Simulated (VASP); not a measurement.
Here is a VASP 6.6.1 calculation.

File INCAR:

```
PREC     = Accurate       # precision mode
ENCUT    = 600            # plane-wave cutoff, eV
EDIFF    = 1E-6           # SCF threshold, eV
ISMEAR   = 1              # smearing method
SIGMA    = 0.1            # smearing width, eV
LREAL    = F              # projectors in reciprocal space
LASPH    = T              # aspherical terms in the spheres
NELM     = 80             # most SCF steps
ALGO     = Normal         # electronic algorithm
ISIF     = 3              # what is computed and relaxed
LWAVE    = F              # write WAVECAR
LCHARG   = F              # write CHGCAR
GGA      = PS             # functional
IBRION   = 2              # ionic algorithm
NSW      = 90             # ionic steps
EDIFFG   = -0.01          # ionic threshold
```

Contents of KPOINTS:

```
regular mesh
0
Gamma
  18 18 10
```

POSCAR

```
Be
1.0
    2.2853000000      0.0000000000      0.0000000000
   -1.1426500000      1.9791278553      0.0000000000
    0.0000000000      0.0000000000      3.5842000000
Be
2
Direct
    0.3333333333      0.6666666667      0.2500000000
    0.6666666667      0.3333333333      0.7500000000
```

Potentials or basis: VASP PAW PBE potentials, release 64 (Be).

Launch:

```console
$ cat potpaw_PBE.64/Be/POTCAR > POTCAR
$ mpirun -np 1 vasp_std > vasp.out
```

Estimate the relaxed cell.

a = 2.254 Å, b = 2.254 Å, c = 3.568 Å, α = 90.00°, β = 90.00°, γ = 120.00°.

Estimate the band gap on the k mesh.

none (metal or under the smearing width).

Predict the relaxed volume.

7.85 Å³/atom.

Predict the space group after relaxing (to 0.05 Å).

P6_3/mmc (No. 194).

Final structure:
```
Be
1.0
     2.25430    0.00000    0.00000
    -1.12715    1.95228    0.00000
     0.00000    0.00000    3.56772
Be
2
Direct
  0.33333 0.66667 0.25000
  0.66667 0.33333 0.75000
```

Caveat: the PAW data sets were made with another functional, which shifts forces and pressure a little.
